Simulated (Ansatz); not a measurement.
# Structures of BaTiO$_{3}$: which is lowest?

Plane-wave DFT in Ansatz with scalar-relativistic PAW potentials, cutoff 420 eV, Γ-centred meshes chosen by cell and gap, Gaussian smearing with energies taken to zero width. Every cell was relaxed (cell and atoms) in a run of its own, within the symmetry of its start. U_eff on d shells: Ti 4 eV. Functional: PBE+U.

Relaxed structures (starts from databases or built by putting these elements on another compound's sites):
A. R3m, 5 atoms in the computed cell, a = 5.721 Å, c = 7.038 Å; sites (symmetry × multiplicity) Ba 3m × 3, Ti 3m × 3, O .m × 9; start: database
B. Pm-3m, 5 atoms in the computed cell, a = 4.029 Å; sites (symmetry × multiplicity) Ba m-3m × 1, Ti m-3m × 1, O 4/mm.m × 3; start: database

Rank them by energy. Could pressure change the order?

| structure | group | E − E(lowest) (meV/atom) | V (Å³/atom) | gap on mesh (eV) |
| --- | --- | --- | --- | --- |
| A | R3m | 0.0 | 13.30 | 2.65 |
| B | Pm-3m | 3.5 | 13.08 | 2.21 |

A is lowest, 4 meV/atom under B. The two lowest differ in volume by under 3 %, too little for a first-order estimate of what pressure does to that pair (other pairs aren't weighed here); with rigid cells even 3 % in favour of the higher one would need about 1 GPa. Other structures may lie lower than all of these, and vibrations aren't counted.

Spin-orbit coupling is left out, which matters for the bands of heavy elements.